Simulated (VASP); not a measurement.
Set up this calculation in VASP 6.6.1, as the native input.

```
Task                   : single point
Functional             : PBE
Potentials or basis    : VASP PAW PBE potentials, release 64 (Tl_d, Br)
Cutoff                 : 520 eV
k mesh                 : 6 × 6 × 6
Occupations            : gaussian, width 0.05 eV
Spin                   : no spin polarisation
Dipole correction      : no
Further INCAR settings : ALGO = Normal; EDIFF = 1e-06; NBANDS = 17
```

The structure of TlBr lies in POSCAR:

```
TlBr
1.0
    3.9831895563      0.0000000000      0.0000000000
    0.0000000000      3.9831895563      0.0000000000
    0.0000000000      0.0000000000      3.9831895563
Tl Br
1 1
Direct
    0.0000000000      0.0000000000      0.0000000000
    0.5000000000      0.5000000000      0.5000000000
```

The cell comes from a database or a generator and needn't be the stable form of this composition.

The input as run:

INCAR

```
SYSTEM = TlBr
PREC = Accurate ; ENCUT = 520
EDIFF = 1E-6 ; ISMEAR = 0
SIGMA = 0.05 ; LREAL = .False.
LASPH = .True. ; NELM = 80
ALGO = Normal ; ISIF = 2
LWAVE = .False. ; LCHARG = .False.
GGA = PE ; NBANDS = 17
```

KPOINTS

```
Automatic mesh
0
Gamma
  6 6 6
  0 0 0
```

Potentials or basis: VASP PAW PBE potentials, release 64 (Tl_d, Br).

Command:

```console
$ cat potpaw_PBE.64/Tl_d/POTCAR potpaw_PBE.64/Br/POTCAR > POTCAR
$ mpirun -np 1 vasp_std > vasp.out
```

Results of the run:

* Pressure: 1.1 GPa
* Band gap on the k mesh: 1.87 eV, direct

Caveat: spin-orbit coupling is left out, which as a rule narrows the gap of such compounds by several tenths of an eV.

Run time: 11 s on 1 thread of Intel(R) Xeon(R) 6975P-C (Granite Rapids), with other jobs on the host, peak memory 0.18 GiB.
